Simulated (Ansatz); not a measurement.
Crystals in the rock-salt structure, computed with r2SCAN in Ansatz (plane-wave DFT, scalar-relativistic, harmonic phonons, no LO–TO term at Γ; fixed occupations; no spin; PAW, where unfrozen means all-electron datasets; each on its own modest k mesh, which can be coarse for ε∞).

One of them, on the k mesh 6×6×6 in its typed cell of 17.6 Å³ an atom, gives top Γ mode (cm⁻¹) 199 (phonons by finite displacements).

Caveats: coarse k mesh.

Problem. Which crystal is it?
A. SrO
B. LiH
C. NaCl
D. LiF

Solution. A. It is SrO. The others give, for the top Γ mode in cm⁻¹: LiH 601 on 6×6×6, LiF 267 on 6×6×6, NaCl 153 on 6×6×6. Caveats: LiH: Ansatz hand-made PAW files were made for PBE.
